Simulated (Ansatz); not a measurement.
**Cu vacancy in Cu₂O**

Theory: Ansatz, DFT LDA, scalar-relativistic, plane waves, PAW. (420 eV cutoff, 2×2×2 k-mesh, shifted by half a step, Gaussian smearing of 0.01 eV, collinear spin)

Host crystal, relaxed:

```
CELL_PARAMETERS angstrom
4.16631 0.00000 0.00000
0.00000 4.16631 0.00000
0.00000 0.00000 4.16631
ATOMIC_POSITIONS crystal
Cu 0.25000 0.25000 0.75000
Cu 0.75000 0.25000 0.25000
Cu 0.25000 0.75000 0.25000
Cu 0.75000 0.75000 0.75000
O 0.50000 0.50000 0.50000
O 0.00000 0.00000 0.00000
```

Supercell of 42 atoms, rows in host cell vectors: 1 1 1; 0 -2 1; 1 0 -2. Atoms relax at the host's cell from a start displaced at random by 0.06 Å near the defect, so other minima may exist. The cell is small, so energies carry finite-size errors of tenths of an eV. The host's Kohn–Sham gap is 0.71 eV.

Starting moments were lost in some runs.

Defect: Cu vacancy at (0.250, 0.250, 0.750) of the host cell, charge -1.

Give the relaxed supercell.

```
CELL_PARAMETERS angstrom
4.16631 4.16631 4.16631
0.00000 -8.33262 4.16631
4.16631 0.00000 -8.33262
ATOMIC_POSITIONS crystal
Cu 0.53190 0.63973 0.71216
Cu 0.82240 0.78343 0.43080
Cu 0.10077 0.93294 0.14716
Cu 0.68415 0.20971 0.56708
Cu 0.96273 0.35929 0.28340
Cu 0.25307 0.50279 0.00195
Cu 0.52573 0.13811 0.19968
Cu 0.67544 0.70704 0.06829
Cu 0.94706 0.85037 0.78669
Cu 0.25911 0.00458 0.51452
Cu 0.83804 0.29235 0.92761
Cu 0.10955 0.43553 0.64583
Cu 0.39255 0.57125 0.35702
Cu 0.32115 0.79809 0.92670
Cu 0.46361 0.34450 0.78750
Cu 0.74544 0.49216 0.49613
Cu 0.03980 0.65063 0.21812
Cu 0.62037 0.92852 0.63904
Cu 0.89253 0.07132 0.35706
Cu 0.16461 0.21395 0.07510
Cu 0.72862 0.00269 0.99460
Cu 0.89246 0.57132 0.85708
Cu 0.17433 0.70788 0.56788
Cu 0.46773 0.86062 0.28975
Cu 0.05616 0.13994 0.71948
Cu 0.31742 0.28202 0.42451
Cu 0.61074 0.43480 0.14626
O 0.48016 0.00956 0.98115
O 0.63514 0.56133 0.85133
O 0.92607 0.70992 0.57497
O 0.21953 0.86763 0.29414
O 0.80319 0.14436 0.71375
O 0.06914 0.28847 0.42939
O 0.35472 0.42447 0.14207
O 0.14974 0.58121 0.86280
O 0.30461 0.13304 0.73304
O 0.56570 0.27516 0.42013
O 0.85909 0.43290 0.13931
O 0.43025 0.71796 0.57195
O 0.71596 0.85417 0.28475
O 0.98161 0.99822 0.00050
```
Around the defect: 2 O at 1.55 Å. The run ended with a moment of 0.00 μB, which may not be the ground spin state.

Cost: 3 runs of about 70 core-minutes in all, on Intel Xeon Processor @ 2.70GHz (shared hosts).